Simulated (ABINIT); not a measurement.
Runs of ABINIT 10.8.3 (patched build) on Ta. Symmetry: Im-3m, No. 229, cubic system. The conventional cell has a = 3.303 Å, b = 3.303 Å, c = 3.303 Å, α = 90.00°, β = 90.00°, γ = 90.00°. Ta (site symmetry m-3m) is surrounded by 8 Ta at 2.86 Å. 

| task | level | potentials or basis | spin | k mesh | cutoff (eV) | fine-grid cutoff | dispersion computed by | mesh quality | gap on the mesh (eV) | V0 of scaled cells (Å³/atom) | B0 (GPa) |
| --- | --- | --- | --- | --- | --- | --- | --- | --- | --- | --- | --- |
| band structure | BLYP | JTH PAW PBE v2.0 | off | 11 × 11 × 11 | 408 | 816.342 eV | - | not flagged | none | - | - |
| equation of state | revPBE+D3 | JTH PAW PBE v2.0 | off | 11 × 11 × 11 | 408 | 816.342 eV | - | not flagged | - | 17.37 | 216 |
| band structure | WC | JTH PAW PBE v2.0 | off | 11 × 11 × 11 | 408 | 816.342 eV | - | not flagged | none | - | - |
| equation of state | BP86+D3 | JTH PAW PBE v2.0 | off | 11 × 11 × 11 | 408 | 816.342 eV | - | not flagged | - | 17.04 | 237 |
| equation of state | PBEsol | JTH PAW PBE v2.0 | off | 11 × 11 × 11 | 272 | 544.228 eV | - | not flagged | - | (c) | (a) |
| band structure | RPBE | JTH PAW PBE v2.0 | off | 11 × 11 × 11 | 408 | 816.342 eV | - | not flagged | none | - | - |
| single point | LDA | JTH PAW LDA v2.0 | off | 4 × 4 × 4 | 408 | 816.342 eV | - | coarse | none | - | - |
| band structure | LDA | JTH PAW LDA v2.0 | SOC, no magnetisation | 11 × 11 × 11 | 408 | 816.342 eV | - | not flagged | none | - | - |
| band structure | WC | JTH PAW PBE v2.0 | SOC, no magnetisation | 11 × 11 × 11 | 408 | 816.342 eV | - | not flagged | none | - | - |
| equation of state | WC | JTH PAW PBE v2.0 | off | 11 × 11 × 11 | 408 | 816.342 eV | - | not flagged | - | (b) | 209 |
| band structure | r2SCAN | PseudoDojo NC SR PBE v0.4.1 standard | off | 11 × 11 × 11 | 952 | - | - | not flagged | none | - | - |

Alike in all rows: cell as given; smearing fermi-dirac 0.05 eV.

Problem. Estimate the missing entries.

Solution. (a) 208; (b) 17.74; (c) 17.64.

Caveats: some runs use coarse meshes; the PAW data sets were made with another functional, which shifts forces and pressure a little (some runs); spin-orbit coupling is left out, which moves the levels of the heavy elements (some runs); pressures at fixed basis lie under the slope of the energies (some runs); a meta-GGA on potentials with a model core is unreliable (some runs); a meta-GGA on norm-conserving files made for a GGA shifts volumes by about 1 % (some runs); the potentials were made for another functional, which shifts forces and pressure (some runs).

A k mesh can miss the band edges, and rows without SOC leave out spin-orbit coupling on Ta.

A gap of «none» marks a metal or a gap under the smearing width.

Runs at the PBE level aren't shown here.
